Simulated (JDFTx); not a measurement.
# MoS2 (P1) in JDFTx: single point with PBEsol

Aim: the single point of MoS2 with PBEsol.

Everything below comes from runs of JDFTx 1.7.0 (patched build). Logs are shortened: lines on timing, memory, paths and dates and some standing lists are left out, and cuts for length are marked. The log counts tension as positive stress, the text compression.

## 1. The cell of the first run

The typed cell holds 6 atoms: a = 3.169 Å, b = 3.169 Å, c = 12.324 Å, α = 90.00°, β = 90.00°, γ = 120.00°.

## 2. Single point, PBEsol (atoms moved at random, drawn with an rms of 0.05 Å)

MoS2.in reads:

```
lattice \
    5.9885420889    -2.9942710445     0.0000000000 \
    0.0000000000     5.1862295807     0.0000000000 \
    0.0000000000     0.0000000000    23.2889847599
coords-type Lattice
ion Mo     0.6827430000     0.3398180000     0.7520050000 1
ion Mo     0.3392490000     0.6523370000     0.2513720000 1
ion S      0.6668130000     0.3413290000     0.3788180000 1
ion S      0.3283820000     0.6473120000     0.8791640000 1
ion S      0.6719700000     0.3412700000     0.1236710000 1
ion S      0.3459790000     0.6701320000     0.6228060000 1

ion-species pseudo/Mo.upf
ion-species pseudo/S.upf
elec-cutoff 40 320
elec-ex-corr gga-PBEsol
kpoint-folding 10 10 3
elec-smearing Fermi 0.0018374661
elec-n-bands 34
electronic-SCF nIterations 100 energyDiffThreshold 1e-09
electronic-minimize nIterations 30 energyDiffThreshold 1e-7
converge-empty-states yes
forces-output-coords Cartesian

dump-name run.$VAR
dump End Ecomponents EigStats BandEigs Kpoints Forces Stress
```

Potentials or basis: PseudoDojo-SR-PBEsol-0.4.1-standard with smoothed tails.

Started as:

```console
> jdftx -c 1 -i MoS2.in -o MoS2.out
```

Log:

```text
*************** JDFTx 1.7.0 (patched build) ***************

Input parsed successfully to the following command list (including defaults):
[... the input with its defaults ...]

---------- Setting up symmetries ----------

Found 24 point-group symmetries of the bravais lattice
Found 1 space-group symmetries with basis
Applied RMS atom displacement 0 bohrs to make symmetries exact.

---------- Initializing the Grid ----------
R =
[      5.98854     -2.99427            0  ]
[            0      5.18623            0  ]
[            0            0       23.289  ]
unit cell volume = 723.308
G =
[     1.0492   0.605757         -0  ]
[          0    1.21151          0  ]
[          0         -0   0.269792  ]
Minimum fftbox size, Smin = [  52  52  188  ]
Chosen fftbox size, S = [  54  54  192  ]

---------- Initializing tighter grid for wavefunction operations ----------
R =
[      5.98854     -2.99427            0  ]
[            0      5.18623            0  ]
[            0            0       23.289  ]
unit cell volume = 723.308
G =
[     1.0492   0.605757         -0  ]
[          0    1.21151          0  ]
[          0         -0   0.269792  ]
Minimum fftbox size, Smin = [  36  36  136  ]
Chosen fftbox size, S = [  36  36  140  ]

---------- Exchange Correlation functional ----------
Initalized PBEsol GGA exchange.
Initalized PBEsol GGA correlation.

---------- Setting up pseudopotentials ----------
Width of ionic core gaussian charges (only for fluid interactions / plotting) set to 0

Reading pseudopotential file 'pseudo/Mo.upf':
  'Mo' pseudopotential, 'PBESOL' functional
  Generated using ONCVPSP code by D. R. Hamann
  14 valence electrons, 4 orbitals, 6 projectors, 1001 radial grid points, with lMax = 2
    4S    l: 0   occupation:  2.0   eigenvalue: -2.363064
    4P    l: 1   occupation:  6.0   eigenvalue: -1.413234
    4D    l: 2   occupation:  5.0   eigenvalue: -0.138516
    5S    l: 0   occupation:  1.0   eigenvalue: -0.151378
  Core radius for overlap checks: 1.35 bohrs.

Reading pseudopotential file 'pseudo/S.upf':
  'S' pseudopotential, 'PBESOL' functional
  Generated using ONCVPSP code by D. R. Hamann
  6 valence electrons, 2 orbitals, 6 projectors, 1001 radial grid points, with lMax = 2
    3S    l: 0   occupation:  2.0   eigenvalue: -0.631879
    3P    l: 1   occupation:  4.0   eigenvalue: -0.256451
  Core radius for overlap checks: 1.58 bohrs.

Initialized 2 species with 6 total atoms.

Folded 1 k-points by 10x10x3 to 300 k-points.

---------- Setting up k-points, bands, fillings ----------
[... 23 lines left out ...]
[... 19 lines of inner loops ...]
LCAOMinimize: Iter:   9  F: -177.9175733354146871  |grad|_K:  1.167e-06  alpha:  2.729e-01  linmin: -1.284e-04  cgtest:  2.771e-04
	FillingsUpdate:  mu: +0.426831769  nElectrons: 52.000000
LCAOMinimize: Iter:  10  F: -177.9175734175072137  |grad|_K:  9.413e-07  alpha:  5.795e-01  linmin: -5.479e-05  cgtest: -6.613e-05
LCAOMinimize: Converged (|Delta F|<1.000000e-06 for 2 iters).

-------- Electronic minimization -----------
Will mix electronic density at each iteration.
	FillingsUpdate:  mu: +0.426831769  nElectrons: 52.000000
	FillingsUpdate:  mu: +0.417498438  nElectrons: 52.000000
SCF: Cycle:  0   F: -178.086512504142888   dF: -1.689e-01   |Residual|: 2.125e-01   |deigs|: 1.198e-02
	FillingsUpdate:  mu: +0.416684979  nElectrons: 52.000000
SCF: Cycle:  1   F: -178.204788768694073   dF: -1.183e-01   |Residual|: 1.104e-01   |deigs|: 5.323e-03
	FillingsUpdate:  mu: +0.410136543  nElectrons: 52.000000
SCF: Cycle:  2   F: -178.234828451689481   dF: -3.004e-02   |Residual|: 3.936e-02   |deigs|: 7.848e-03
	FillingsUpdate:  mu: +0.412738403  nElectrons: 52.000000
SCF: Cycle:  3   F: -178.237912170693050   dF: -3.084e-03   |Residual|: 2.207e-02   |deigs|: 3.800e-03
	FillingsUpdate:  mu: +0.414206801  nElectrons: 52.000000
SCF: Cycle:  4   F: -178.237336718865180   dF: +5.755e-04   |Residual|: 1.367e-02   |deigs|: 8.939e-04
	FillingsUpdate:  mu: +0.413995328  nElectrons: 52.000000
SCF: Cycle:  5   F: -178.238061227210807   dF: -7.245e-04   |Residual|: 2.623e-03   |deigs|: 5.729e-04
	FillingsUpdate:  mu: +0.413962374  nElectrons: 52.000000
SCF: Cycle:  6   F: -178.238076252956063   dF: -1.503e-05   |Residual|: 1.277e-03   |deigs|: 1.540e-04
	FillingsUpdate:  mu: +0.414077746  nElectrons: 52.000000
SCF: Cycle:  7   F: -178.238080436667360   dF: -4.184e-06   |Residual|: 4.880e-04   |deigs|: 1.224e-04
[... 5 lines left out ...]
SCF: Cycle: 10   F: -178.238081647399326   dF: -1.011e-07   |Residual|: 1.037e-04   |deigs|: 5.212e-06
	FillingsUpdate:  mu: +0.414129267  nElectrons: 52.000000
SCF: Cycle: 11   F: -178.238081703678660   dF: -5.628e-08   |Residual|: 6.219e-05   |deigs|: 4.290e-06
	FillingsUpdate:  mu: +0.414132080  nElectrons: 52.000000
SCF: Cycle: 12   F: -178.238081723021281   dF: -1.934e-08   |Residual|: 2.094e-05   |deigs|: 3.242e-06
	FillingsUpdate:  mu: +0.414131794  nElectrons: 52.000000
SCF: Cycle: 13   F: -178.238081730526090   dF: -7.505e-09   |Residual|: 8.899e-06   |deigs|: 1.094e-06
	FillingsUpdate:  mu: +0.414131304  nElectrons: 52.000000
SCF: Cycle: 14   F: -178.238081733623716   dF: -3.098e-09   |Residual|: 6.565e-06   |deigs|: 1.016e-06
	FillingsUpdate:  mu: +0.414131306  nElectrons: 52.000000
SCF: Cycle: 15   F: -178.238081735210500   dF: -1.587e-09   |Residual|: 1.986e-06   |deigs|: 6.760e-07
	FillingsUpdate:  mu: +0.414131200  nElectrons: 52.000000
SCF: Cycle: 16   F: -178.238081735798062   dF: -5.876e-10   |Residual|: 1.016e-06   |deigs|: 3.561e-07
	FillingsUpdate:  mu: +0.414131242  nElectrons: 52.000000
SCF: Cycle: 17   F: -178.238081736105045   dF: -3.070e-10   |Residual|: 6.916e-07   |deigs|: 2.169e-07
SCF: Converged (|Delta E|<1.000000e-09 for 2 iters).

Setting wave functions to eigenvectors of Hamiltonian
Converging empty states (this may take a while): |deigs|: 4.142e-07

# Stress tensor in Cartesian coordinates [Eh/a0^3]:
[  9.31391e-05  8.40458e-06 -2.84247e-05  ]
[  8.40458e-06  0.000153308 -4.00209e-05  ]
[ -2.84247e-05 -4.00209e-05  0.000123826  ]

# Ionic positions in lattice coordinates:
ion Mo   0.682743000000000   0.339818000000000   0.752005000000000 1
ion Mo   0.339249000000000   0.652337000000000   0.251372000000000 1
ion S   0.666813000000000   0.341329000000000   0.378818000000000 1
ion S   0.328382000000000   0.647312000000000   0.879164000000000 1
ion S   0.671970000000000   0.341270000000000   0.123671000000000 1
ion S   0.345979000000000   0.670132000000000   0.622806000000000 1

# Forces in Cartesian coordinates:
force Mo  -0.006329627266833  -0.014626562868503  -0.008037267229125 1
force Mo  -0.017500234498731   0.022898596396183  -0.001202182183143 1
force S   0.010398598775752  -0.011559376821124  -0.006588386874531 1
force S   0.005132209194122   0.012545345019304  -0.006383423014954 1
force S   0.007180957115966  -0.011336824707922   0.007789571527856 1
force S   0.001118265780762   0.002080301090738   0.014421815041365 1

# Energy components:
   Eewald =     -120.3956446830390661
       EH =       53.4000286117399980
     Eloc =     -167.8062394951027443
      Enl =       23.2548370699252018
      Exc =      -33.1161590020922318
 Exc_core =        6.5910426267995499
       KE =       59.8340532746270100
-------------------------------------
     Etot =     -178.2380815971422408
       TS =        0.0000001389628042
-------------------------------------
        F =     -178.2380817361050447

IonicMinimize: Iter:   0  F: -178.238081736105045  |grad|_K:  1.084e-02
IonicMinimize: None of the convergence criteria satisfied after 0 iterations.

#--- Lowdin population analysis ---
# oxidation-state Mo +0.293 +0.289
# oxidation-state S -0.045 -0.044 -0.046 -0.053

Dumping 'run.eigStats' ...
	eMin: -1.856911 at state 1 ( [ +0.000000 +0.000000 +0.333333 ] spin 0 )
	HOMO: +0.399934 at state 0 ( [ +0.000000 +0.000000 +0.000000 ] spin 0 )
	mu  : +0.414131
	LUMO: +0.431716 at state 52 ( [ +0.200000 +0.200000 +0.000000 ] spin 0 )
	eMax: +0.565592 at state 144 ( [ +0.500000 +0.300000 +0.000000 ] spin 0 )
	HOMO-LUMO gap: +0.031781
	Optical gap  : +0.064081 at state 0 ( [ +0.000000 +0.000000 +0.000000 ] spin 0 )
Done!
[note: mu as printed may lie anywhere between the filled and the empty levels]
```

Run time: 29 min. Hardware: 1 thread of Intel Xeon 6975P-C (Granite Rapids), shared host; peak memory 3 GiB.

Results:

- Free energy: -4850.1053 eV
- Pressure: -3.6 GPa
- Largest force: 1.483 eV/Å
- Band gap on the k mesh: 0.86 eV, indirect (least direct gap 1.74 eV)

Forces in eV/Å, atoms in the order of the input:
```
Mo  -0.325 -0.752 -0.413
Mo  -0.900  1.177 -0.062
S    0.535 -0.594 -0.339
S    0.264  0.645 -0.328
S    0.369 -0.583  0.401
S    0.058  0.107  0.742
```

Levels at points of the mesh, in eV from the valence-band top:
| k point | band 24 | band 25 | band 26 | band 27 | band 28 | band 29 |
| --- | --- | --- | --- | --- | --- | --- |
| (0.00, 0.00, 0.00) | -1.21 | -1.11 | 0.00 | 1.74 | 1.91 | 2.11 |
| (0.00, 0.50, 0.00) | -1.53 | -1.27 | -1.12 | 1.67 | 1.72 | 2.00 |
| (0.50, 0.00, 0.00) | -1.57 | -1.33 | -1.11 | 1.62 | 1.66 | 2.00 |
| (0.50, 0.50, 0.00) | -1.59 | -1.35 | -1.23 | 1.58 | 1.66 | 2.00 |

Caveat: an odd mesh through Γ misses points on the zone boundary, where band edges often lie.
